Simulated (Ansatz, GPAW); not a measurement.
This is a calculation of PbO2 for GPAW 26.7.0 (ASE script). The cell is a database's computed one, not the measured one.

Contents of run.py:

```python
from ase import Atoms
from ase.dft.bandgap import bandgap
from ase.io import write
from ase.units import GPa
from gpaw import GPAW, PW, setup_paths

setup_paths.insert(0, '.')

atoms = Atoms(['Pb', 'Pb', 'O', 'O', 'O', 'O'],
              cell=[[4.99495987, 0.0, 0.0],
                    [0.0, 4.99495987, 0.0],
                    [0.0, 0.0, 3.40900096]],
              scaled_positions=[[0.5, 0.5, 0.5],
                                [0.0, 0.0, 0.0],
                                [0.69257104, 0.69257104, 0.0],
                                [0.80742896, 0.19257104, 0.5],
                                [0.19257104, 0.80742896, 0.5],
                                [0.30742896, 0.30742896, 0.0]],
              pbc=True)

calc = GPAW(mode=PW(800),
            xc='PBEsol',
            kpts={'size': (6, 6, 8), 'gamma': True},
            occupations={'name': 'fermi-dirac', 'width': 0.05},
            nbands=43,
            convergence={'density': 1e-05, 'energy': 1e-05},
            maxiter=150,
            txt='gpaw.txt')
atoms.calc = calc
energy = atoms.get_potential_energy()
forces = atoms.get_forces()
stress = atoms.get_stress()
calc.write('gs.gpw')
write('result.traj', atoms)
print(f'Energy: {energy:.6f} eV')
print('Forces (eV/A):')
print(forces.round(4))
print('Stress (GPa):', (stress / GPa).round(3))
print('Fermi level:', round(calc.get_fermi_level(), 4), 'eV')
print(f'Gap: {bandgap(calc)[0]:.4f} eV, direct: {bandgap(calc, direct=True)[0]:.4f} eV')
```

Potentials or basis: PAW data sets generated in the run's folder for this functional, pw.

The run is started by

```console
$ gpaw-setup -f PBEsol O Pb
$ OMP_NUM_THREADS=1 python run.py
```

Q: Translate it to Ansatz 0.2.0. Potentials or basis there: Ansatz PAW, cutoff 420 eV.

A: As run (cutoffs and basis follow the program's own potentials, and thresholds, step limits or extra output files can differ):

Contents of input.yaml:

```yaml
crystal:
  lattice:
    - [4.99495987, 0.0, 0.0]
    - [0.0, 4.99495987, 0.0]
    - [0.0, 0.0, 3.40900096]
  atoms:
    - { symbol: Pb, position: [0.5, 0.5, 0.5] }
    - { symbol: Pb, position: [0.0, 0.0, 0.0] }
    - { symbol: O, position: [0.69257104, 0.69257104, 0.0] }
    - { symbol: O, position: [0.80742896, 0.19257104, 0.5] }
    - { symbol: O, position: [0.19257104, 0.80742896, 0.5] }
    - { symbol: O, position: [0.30742896, 0.30742896, 0.0] }
hamiltonian:
  xc: pbesol
  pseudopotentials: { kind: paw }
kpoints:
  mp_grid: { grid: [6, 6, 8] }
scf:
  occupations: { method: fermi_dirac, width: 0.05 }
output:
  forces: true
  stress: true
  eigenvalues: true
  write_density: true
  write_potential: true
  elf: true
  volumetric_format: npy
```

Potentials or basis: Ansatz PAW.

Launch:

```console
$ ansatz run input.yaml --threads 1 --pin off --max-ram 3584MiB --backend cpu --events-out ev --progress --plain --runs-dir out
```

Both were run:

|  | GPAW | Ansatz |
| --- | --- | --- |
| Pressure | -1.2 GPa | 0.2 GPa |

Ansatz's pressure holds a Pulay term of +0.62 GPa for its cutoff of 420 eV, which the other run lacks.

Ansatz's potentials were made for PBE.

Where Ansatz's input types no cutoff or centring, it takes its own default and a Γ-centred mesh.

Pressure is positive in compression.
